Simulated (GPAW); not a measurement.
Wanted: an ASE script for a GPAW 26.7.0 run.

| Item | Value |
| --- | --- |
| Task | relaxation of cell and atoms |
| Functional | BLYP |
| Dispersion | D3(BJ) |
| Potentials or basis | PAW data sets generated in the run's folder for this functional |
| Cutoff | 800 eV |
| Basis | pw |
| k mesh | 11 × 11 × 11 |
| Occupations | fermi-dirac, width 0.05 eV |
| Spin | collinear spin, ferromagnetic start |
| Starting moments | [2.0, 0.0] μB |
| Eigensolver | davidson |
| Maxiter | 150 |
| Optimizer | BFGS |
| Fmax | 0.02 eV/Å |
| Max steps | 100 |
| Convergence | density=1e-05 forces=0.0001 |

The structure of CoO lies in CoO.xyz:

```xyz
2
Lattice="0.0000000000 2.1315000000 2.1315000000 2.1315000000 0.0000000000 2.1315000000 2.1315000000 2.1315000000 0.0000000000" Properties=species:S:1:pos:R:3 pbc="T T T"
Co     0.0000000000      0.0000000000      0.0000000000
O      2.1315000000      2.1315000000      2.1315000000
```

The input as run:

run.py

```python
from ase.calculators.mixing import SumCalculator
from ase.filters import FrechetCellFilter
from ase.io import read, write
from ase.optimize import BFGS
from dftd3.ase import DFTD3
from gpaw import GPAW, PW, setup_paths

setup_paths.insert(0, '.')

atoms = read('CoO.xyz')
atoms.set_initial_magnetic_moments([2.0, 0.0])

calc = GPAW(mode=PW(800),
            xc='BLYP',
            kpts={'size': (11, 11, 11), 'gamma': True},
            occupations={'name': 'fermi-dirac', 'width': 0.05},
            nbands=17,
            convergence={'density': 1e-05, 'forces': 0.0001},
            eigensolver='davidson',
            maxiter=150,
            txt='gpaw.txt')
atoms.calc = SumCalculator([calc, DFTD3(method='blyp', damping='d3bj')])
opt = BFGS(FrechetCellFilter(atoms), trajectory='relax.traj', logfile='-')
done = opt.run(fmax=0.02, steps=100)
calc.write('gs.gpw')
write('result.traj', atoms)
print('Converged:', done)
print('Cell:', atoms.cell.cellpar().round(4))
print('Volume:', round(atoms.get_volume(), 4))
print(atoms.get_scaled_positions().round(5))
```

Potentials or basis: PAW data sets generated in the run's folder for this functional, pw.

Launch:

```sh
$ gpaw-setup -f BLYP Co O
$ OMP_NUM_THREADS=1 python run.py
```

Results of the run:

The relaxed volume is 9.65 Å³/atom. The relaxed cell is a = 3.011 Å, b = 3.011 Å, c = 3.011 Å, α = 60.00°, β = 60.00°, γ = 60.00° and the space group after relaxing (to 0.05 Å) is Fm-3m (No. 225). The energy gained by relaxing is 0.4 meV/atom, the ionic steps are 5 and the pressure after relaxing is 0.2 GPa. The band gap on the k mesh is none (metal or under the smearing width), the net moment is 2.80 μB per cell and the site moments are Co +2.43; O +0.22 μB. The dispersion energy per atom is -0.558 eV.

Caveat: each step starts from the last one's moments, so a moment once lost doesn't come back; later steps reuse the first step's grids; a cell with one magnetic atom can't hold antiferromagnetic order, which such compounds often take; semilocal functionals often make such compounds metallic where correlation or magnetic order opens a gap, which also shifts bond lengths; pairwise dispersion overbinds metals, which lowers pressure and volume.

Wall time 85 s on 1 thread of Intel(R) Xeon(R) Platinum 8559C (Emerald Rapids) (shared host), peak memory 0.31 GiB.
